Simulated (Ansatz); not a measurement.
# A film clamped to a substrate in AgCl

Method: DFT r2SCAN, scalar-relativistic, plane waves, PAW (Ansatz). Cutoff 500 eV, Γ-centred 8×8×8 k-points, Gaussian smearing of 0.05 eV. No spin polarisation. Energies are free energies at this smearing, counted from the undisturbed cell; pressure is positive in compression.

Zero of the scan (as given, not relaxed at this level; it stands at 0.0 GPa):

```
Ag Cl
1.0
     0.00000    2.77315    2.77315
     2.77315    0.00000    2.77315
     2.77315    2.77315    0.00000
Ag Cl
1 1
Cartesian
  2.7731 2.7731 2.7731
  0.0000 0.0000 0.0000
```

The cell (2 atoms, V0 = 42.65 Å³) is strained by p along both x and y and by q along z, fractional coordinates fixed. τp = (1/V0) ∂E/∂p = (σxx + σyy)(1 + p)(1 + q) and τq = (1/V0) ∂E/∂q = σzz(1 + p)², with tension positive.

```
     p q  ΔE (meV/atom)  τp (GPa)  τq (GPa)
 0.000   0.000           0.00      0.07      0.03
-0.040   0.000          28.06    -11.64     -3.34
 0.040   0.000          19.96      6.78      3.15
 0.000  -0.040           8.75     -3.52     -3.64
 0.000   0.040           6.41      3.02      2.17
```

Question: Get the second derivatives of the energy density.

Answer: Central differences give A = ∂τp/∂p = 230 GPa (C11 + C22 + 2 C12), C = ∂τq/∂q = 73 GPa (C33) and the cross term B = ∂τq/∂p = 81 GPa (C13 + C23); ∂τp/∂q = 82 GPa must equal B, and any difference shows higher-order terms. Steps this large leave an error of some per cent of A or C in all of these, which can swamp a small B. The ions are clamped. In a cubic crystal C11 = C = 73, C12 = B/2 = 41 GPa and A should be 2(C11 + C12) = 226 GPa; the bulk modulus is (C11 + 2 C12)/3 = 51 GPa.

Question: A film of this crystal grows with z along the normal on a substrate that imposes p. How does its thickness respond, and what does the misfit cost?

Answer: Count p and q from the stress-free cell. A free surface needs τq = 0, so q = −(B/C) p = -1.12 p. The energy density left is (A − B²/C) p²/2 = M p², with the biaxial modulus M = 70 GPa; a misfit of 1 % costs 0.93 meV/atom, against 1.53 meV/atom if the thickness were held.